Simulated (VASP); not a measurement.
# CuAu (P4/mmm) in VASP: further runs, part 2 of 2

VASP 6.6.1.

## 4. Equation of state, PBEsol, 14.27 Å³/atom (volume scaled by 0.98)

The input, INCAR:

```
PREC = Accurate ; ENCUT = 520
EDIFF = 1E-7 ; ISMEAR = -1
SIGMA = 0.05 ; LREAL = False
LASPH = True ; NELM = 60
ALGO = Normal ; ISIF = 2
LWAVE = False ; LCHARG = False
GGA = PS ; NBANDS = 18
```

The input, KPOINTS:

```
regular mesh
0
Gamma
  9 9 7
```

The input, POSCAR:

```
CuAu
1.0
    2.7918847965      0.0000000000      0.0000000000
    0.0000000000      2.7918847965      0.0000000000
    0.0000000000      0.0000000000      3.6602677112
Au Cu
1 1
Direct
    0.0000000000      0.0000000000      0.0000000000
    0.5000000000      0.5000000000      0.5000000000
```

Launch:

```
> cat potpaw_PBE.64/Au/POTCAR potpaw_PBE.64/Cu/POTCAR > POTCAR
> mpirun -np 1 vasp_std > vasp.out
```

It took 24 s on 1 thread of AMD EPYC 7R13 (Zen 3), shared host; peak memory 0.14 GiB.

It converged, with:

| Property | Result |
| --- | --- |
| Free energy | -8.3735 eV |
| Pressure | -0.7 GPa |
| Band gap on the k mesh | none (metal or under the smearing width) |

Caveat: the PAW data sets were made with another functional, which shifts forces and pressure a little.

## 5. Equation of state, PBEsol, 14.85 Å³/atom (volume scaled by 1.02)

INCAR is that of step 4.

KPOINTS is that of step 4.

The input, POSCAR:

```
CuAu
1.0
    2.8293642325      0.0000000000      0.0000000000
    0.0000000000      2.8293642325      0.0000000000
    0.0000000000      0.0000000000      3.7094046847
Au Cu
1 1
Direct
    0.0000000000      0.0000000000      0.0000000000
    0.5000000000      0.5000000000      0.5000000000
```

Launch:

```
> cat potpaw_PBE.64/Au/POTCAR potpaw_PBE.64/Cu/POTCAR > POTCAR
> mpirun -np 1 vasp_std > vasp.out
```

It took 29 s on 1 thread of AMD EPYC 7R13 (Zen 3), shared host; peak memory 0.14 GiB.

The run converged. Its results:

```
Free energy            : -8.3465 eV
Pressure               : -6.7 GPa
Band gap on the k mesh : none (metal or under the smearing width)
```

Caveat: the PAW data sets were made with another functional, which shifts forces and pressure a little.

## 6. Equation of state, PBEsol, 15.14 Å³/atom (volume scaled by 1.04)

INCAR is that of step 5.

KPOINTS is that of step 5.

The input, POSCAR:

```
CuAu
1.0
    2.8477372423      0.0000000000      0.0000000000
    0.0000000000      2.8477372423      0.0000000000
    0.0000000000      0.0000000000      3.7334924031
Au Cu
1 1
Direct
    0.0000000000      0.0000000000      0.0000000000
    0.5000000000      0.5000000000      0.5000000000
```

Potentials or basis: VASP PAW PBE potentials, release 64 (Au, Cu).

Launch:

```
> cat potpaw_PBE.64/Au/POTCAR potpaw_PBE.64/Cu/POTCAR > POTCAR
> mpirun -np 1 vasp_std > vasp.out
```

Wall time 33 s (1 thread of AMD EPYC 7R13 (Zen 3), shared host); peak memory 0.14 GiB.

It converged, with:

```
Free energy            : -8.3179 eV
Pressure               : -9.2 GPa
Band gap on the k mesh : none (metal or under the smearing width)
```

Caveat: the PAW data sets were made with another functional, which shifts forces and pressure a little.

## 7. Equation of state, PBEsol, 15.43 Å³/atom (volume scaled by 1.06)

INCAR is that of step 6.

KPOINTS is that of step 6.

The input, POSCAR:

```
CuAu
1.0
    2.8658761851      0.0000000000      0.0000000000
    0.0000000000      2.8658761851      0.0000000000
    0.0000000000      0.0000000000      3.7572732506
Au Cu
1 1
Direct
    0.0000000000      0.0000000000      0.0000000000
    0.5000000000      0.5000000000      0.5000000000
```

Launch:

```
> cat potpaw_PBE.64/Au/POTCAR potpaw_PBE.64/Cu/POTCAR > POTCAR
> mpirun -np 1 vasp_std > vasp.out
```

It took 24 s on 1 thread of AMD EPYC 7R13 (Zen 3), shared host; peak memory 0.14 GiB.

It converged, with:

- Free energy: -8.2809 eV
- Pressure: -11.3 GPa
- Band gap on the k mesh: none (metal or under the smearing width)

Caveat: the PAW data sets were made with another functional, which shifts forces and pressure a little.

## 8. Equation of state, PBEsol

Potentials or basis: VASP PAW PBE potentials, release 64 (Au, Cu).

No new run: the results of the series are fitted here.

What came out:

| Item | Value |
| --- | --- |
| Equilibrium volume | 14.22 Å³/atom |
| Bulk modulus at fixed shape and positions | 173 GPa |
| Pressure derivative of the bulk modulus | 5.6 |

Energy against volume, from the lowest point:
```csv
volume (Å³/atom),energy (meV/atom)
13.683,11.82
13.974,2.31
14.265,0.00
14.556,4.00
14.847,13.49
15.139,27.80
15.430,46.29
```

Caveat: the cell was scaled at fixed shape and fractional positions, which overstates the stiffness of a crystal with free parameters, most of all of layers and chains; the PAW data sets were made with another functional, which shifts forces and pressure a little. The run has no spin-orbit coupling, so splittings on Au are missing.

## 9. Equation of state, PBE, 13.68 Å³/atom (volume scaled by 0.94)

The input, INCAR:

```
ALGO     = Normal         # electronic algorithm
EDIFF    = 1E-7           # SCF threshold, eV
ENCUT    = 520            # plane-wave cutoff, eV
GGA      = PE             # functional
ISIF     = 2              # what is computed and relaxed
ISMEAR   = -1             # smearing method
LASPH    = T              # aspherical terms in the spheres
LCHARG   = F              # write CHGCAR
LREAL    = F              # projectors in reciprocal space
LWAVE    = F              # write WAVECAR
NBANDS   = 18             # bands
NELM     = 60             # most SCF steps
PREC     = Accurate       # precision mode
SIGMA    = 0.05           # smearing width, eV
```

The input, KPOINTS:

```
k-points
0
Gamma
  9 9 7
```

The input, POSCAR:

```
CuAu
1.0
    2.7533711214      0.0000000000      0.0000000000
    0.0000000000      2.7533711214      0.0000000000
    0.0000000000      0.0000000000      3.6097748106
Au Cu
1 1
Direct
    0.0000000000      0.0000000000      0.0000000000
    0.5000000000      0.5000000000      0.5000000000
```

Potentials or basis: VASP PAW PBE potentials, release 64 (Au, Cu).

Launch:

```
> cat potpaw_PBE.64/Au/POTCAR potpaw_PBE.64/Cu/POTCAR > POTCAR
> mpirun -np 1 vasp_std > vasp.out
```

Wall time 20 s (1 thread of Intel Xeon Platinum 8488C (Sapphire Rapids), shared host); peak memory 0.15 GiB.

It converged, with:

```
Free energy            : -6.9539 eV
Pressure               : 16.6 GPa
Band gap on the k mesh : none (metal or under the smearing width)
```

## 10. Equation of state, PBE, 13.97 Å³/atom (volume scaled by 0.96)

The input, INCAR:

```
  PREC = Accurate
  ENCUT = 520
  EDIFF = 1E-7
  ISMEAR = -1
  SIGMA = 0.05
  LREAL = F
  LASPH = T
  NELM = 100
  ALGO = Normal
  ISIF = 2
  LWAVE = F
  LCHARG = F
  GGA = PE
  NBANDS = 18
```

The input, KPOINTS:

```
regular mesh
0
Gamma
  9 9 7
```

The input, POSCAR:

```
CuAu
1.0
    2.7727616977      0.0000000000      0.0000000000
    0.0000000000      2.7727616977      0.0000000000
    0.0000000000      0.0000000000      3.6351965976
Au Cu
1 1
Direct
    0.0000000000      0.0000000000      0.0000000000
    0.5000000000      0.5000000000      0.5000000000
```

Launch:

```
> cat potpaw_PBE.64/Au/POTCAR potpaw_PBE.64/Cu/POTCAR > POTCAR
> mpirun -np 1 vasp_std > vasp.out
```

Wall time 22 s (1 thread of Intel Xeon Platinum 8488C (Sapphire Rapids), shared host); peak memory 0.16 GiB.

Results (log left out):

```yaml
Free_energy: -7.0064 eV
Pressure: 12.1 GPa
Band_gap_on_the_k_mesh: none (metal or under the smearing width)
```

## 11. Equation of state, PBE, 14.27 Å³/atom (volume scaled by 0.98)

The input, INCAR:

```
ALGO = Normal
EDIFF = 1E-7
ENCUT = 520
GGA = PE
ISIF = 2
ISMEAR = -1
LASPH = T
LCHARG = F
LREAL = F
LWAVE = F
NBANDS = 18
NELM = 60
PREC = Accurate
SIGMA = 0.05
```

The input, KPOINTS:

```
k-points
0
Gamma
  9 9 7
```

The input, POSCAR:

```
CuAu
1.0
    2.7918847965      0.0000000000      0.0000000000
    0.0000000000      2.7918847965      0.0000000000
    0.0000000000      0.0000000000      3.6602677112
Au Cu
1 1
Direct
    0.0000000000      0.0000000000      0.0000000000
    0.5000000000      0.5000000000      0.5000000000
```

Launch:

```
> cat potpaw_PBE.64/Au/POTCAR potpaw_PBE.64/Cu/POTCAR > POTCAR
> mpirun -np 1 vasp_std > vasp.out
```

Run time: 21 s. Hardware: 1 thread of Intel Xeon Platinum 8488C (Sapphire Rapids), shared host; peak memory 0.16 GiB.

It converged, with:

```
Free energy            : -7.0432 eV
Pressure               : 8.0 GPa
Band gap on the k mesh : none (metal or under the smearing width)
```

## 12. Equation of state, PBE, 14.85 Å³/atom (volume scaled by 1.02)

The input, INCAR:

```
SYSTEM = CuAu
PREC = Accurate
ENCUT = 520
EDIFF = 1E-7
ISMEAR = -1
SIGMA = 0.05
LREAL = .False.
LASPH = .True.
NELM = 80
ALGO = Normal
ISIF = 2
LWAVE = .False.
LCHARG = .False.
GGA = PE
NBANDS = 18
```

The input, KPOINTS:

```
Automatic mesh
0
Gamma
  9 9 7
  0 0 0
```

The input, POSCAR:

```
CuAu
1.0
    2.8293642325      0.0000000000      0.0000000000
    0.0000000000      2.8293642325      0.0000000000
    0.0000000000      0.0000000000      3.7094046847
Au Cu
1 1
Direct
    0.0000000000      0.0000000000      0.0000000000
    0.5000000000      0.5000000000      0.5000000000
```

Potentials or basis: VASP PAW PBE potentials, release 64 (Au, Cu).

Launch:

```
> cat potpaw_PBE.64/Au/POTCAR potpaw_PBE.64/Cu/POTCAR > POTCAR
> mpirun -np 1 vasp_std > vasp.out
```

Run time: 18 s. Hardware: 1 thread of Intel Xeon Platinum 8488C (Sapphire Rapids), shared host; peak memory 0.16 GiB.

The run converged. Its results:

```yaml
Free_energy: -7.0773 eV
Pressure: 1.4 GPa
Band_gap_on_the_k_mesh: none (metal or under the smearing width)
```

## 13. Equation of state, PBE, 15.14 Å³/atom (volume scaled by 1.04)

The input, INCAR:

```
ALGO = Normal
EDIFF = 1E-7
ENCUT = 520
GGA = PE
ISIF = 2
ISMEAR = -1
LASPH = True
LCHARG = False
LREAL = False
LWAVE = False
NBANDS = 18
NELM = 80
PREC = Accurate
SIGMA = 0.05
```

The input, KPOINTS:

```
k-points
0
Gamma
  9 9 7
```

The input, POSCAR:

```
CuAu
1.0
    2.8477372423      0.0000000000      0.0000000000
    0.0000000000      2.8477372423      0.0000000000
    0.0000000000      0.0000000000      3.7334924031
Au Cu
1 1
Direct
    0.0000000000      0.0000000000      0.0000000000
    0.5000000000      0.5000000000      0.5000000000
```

Launch:

```
> cat potpaw_PBE.64/Au/POTCAR potpaw_PBE.64/Cu/POTCAR > POTCAR
> mpirun -np 1 vasp_std > vasp.out
```

It took 27 s on 1 thread of Intel Xeon Platinum 8488C (Sapphire Rapids), shared host; peak memory 0.17 GiB.

The run converged. Its results:

* Free energy: -7.0777 eV
* Pressure: -1.4 GPa
* Band gap on the k mesh: none (metal or under the smearing width)

## 14. Equation of state, PBE, 15.43 Å³/atom (volume scaled by 1.06)

The input, INCAR:

```
SYSTEM = CuAu
  PREC = Accurate
  ENCUT = 520
  EDIFF = 1E-7
  ISMEAR = -1
  SIGMA = 0.05
  LREAL = .FALSE.
  LASPH = .TRUE.
  NELM = 100
  ALGO = Normal
  ISIF = 2
  LWAVE = .FALSE.
  LCHARG = .FALSE.
  GGA = PE
  NBANDS = 18
```

The input, KPOINTS:

```
Automatic mesh
0
G
  9 9 7
  0 0 0
```

The input, POSCAR:

```
CuAu
1.0
    2.8658761851      0.0000000000      0.0000000000
    0.0000000000      2.8658761851      0.0000000000
    0.0000000000      0.0000000000      3.7572732506
Au Cu
1 1
Direct
    0.0000000000      0.0000000000      0.0000000000
    0.5000000000      0.5000000000      0.5000000000
```

Launch:

```
> cat potpaw_PBE.64/Au/POTCAR potpaw_PBE.64/Cu/POTCAR > POTCAR
> mpirun -np 1 vasp_std > vasp.out
```

Wall time 18 s (1 thread of Intel Xeon Platinum 8488C (Sapphire Rapids), shared host); peak memory 0.16 GiB.

Results (log left out):

| Quantity | Value |
| --- | --- |
| Free energy | -7.0687 eV |
| Pressure | -3.8 GPa |
| Band gap on the k mesh | none (metal or under the smearing width) |

## 15. Equation of state, PBE

Potentials or basis: VASP PAW PBE potentials, release 64 (Au, Cu).

This step only gathers the single runs of the series.

Results:

* Equilibrium volume: 15.00 Å³/atom
* Bulk modulus at fixed shape and positions: 141 GPa
* Pressure derivative of the bulk modulus: 5.6

Energy against volume, from the lowest point:
```tsv
volume (Å³/atom)	energy (meV/atom)
13.683	61.88
13.974	35.65
14.265	17.23
14.556	5.69
14.847	0.18
15.139	0.00
15.430	4.48
```

Caveat: the cell was scaled at fixed shape and fractional positions, which overstates the stiffness of a crystal with free parameters, most of all of layers and chains. Spin-orbit coupling is left out, which matters for the levels of Au.
